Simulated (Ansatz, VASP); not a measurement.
**Sb4H in VASP and in Ansatz**

```
CELL_PARAMETERS angstrom
3.06174 0.00000 0.00000
0.00000 4.32996 0.00000
0.00000 0.00000 25.49494
ATOMIC_POSITIONS crystal
Sb 0.00000 0.50000 0.33340
Sb 0.00000 0.00000 0.41832
Sb 0.00000 0.50000 0.50609
Sb 0.00000 0.00000 0.59011
H 0.00000 0.00000 0.65876
```

Alike in both runs: functional PBEsol; k mesh 9 × 7 × 1; occupations gaussian, width 0.1 eV; no spin polarisation.

Ansatz relaxed the structure, and its values are those at the end. VASP's run is a single point on that final structure, the one shown.

|  | VASP | Ansatz |
| --- | --- | --- |
| version | VASP 6.6.1 | Ansatz 0.2.0 |
| potentials or method | VASP PAW PBE potentials, release 64 (Sb, H) | scalar-relativistic, plane waves, PAW |
| plane-wave cutoff (eV) | 520 | 420 |
| valence electrons in the cell | 21 | 61 |

```csv
,VASP,Ansatz,Ansatz less VASP
gap on the k mesh at the Fermi level (eV),none,none,-
rms of the force components (eV/Å),0.172,0.175,+0.0027
```

A gap of «none» marks a metal or a gap that the smearing closes. The two sets of potentials don't hold the same shells in valence.

Caveats: the PAW data sets were made with another functional, which shifts forces and pressure a little (VASP). Spin-orbit coupling is left out, which matters for the levels of Sb.
